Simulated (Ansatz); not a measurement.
MoS2:

```
Mo S
1.0
     1.58000    0.91221    6.15000
    -1.58000    0.91221    6.15000
     0.00000   -1.82443    6.15000
Mo S
1 2
Cartesian
  0.0000 0.0000 0.0000
  0.0000 0.0000 7.6936
  0.0000 0.0000 4.6125
```

Measurements of this composition are mostly on another form, of space group No. 194.

Base run:

| Quantity | Value |
| --- | --- |
| Program | Ansatz 0.2.0 |
| Functional | LDA |
| Potentials or basis | all-electron LAPW, scalar-relativistic |
| Cutoff | 246 eV |
| Density cutoff | 983 eV |
| Basis error allowed | 0.002 eV/atom |
| k mesh | 10 × 10 × 10 |
| Occupations | fermi-dirac, width 0.05 eV |
| Spin | no spin polarisation |

Its results: band gap on the k mesh 0.88 eV, indirect (least direct gap 1.96 eV); pressure -2.4 GPa; largest force 0.086 eV/Å.

**Question.** The run is repeated on the same cell with these changes: functional from LDA to PBE. What comes out?

**Answer.** Band gap on the k mesh 0.96 eV, indirect (least direct gap 1.96 eV); pressure 5.4 GPa; largest force 0.522 eV/Å.

PBE binds less tightly than LDA, so the same cell stands under more pressure.

A k mesh can miss the band edges.

Not every run made on this cell is shown here.
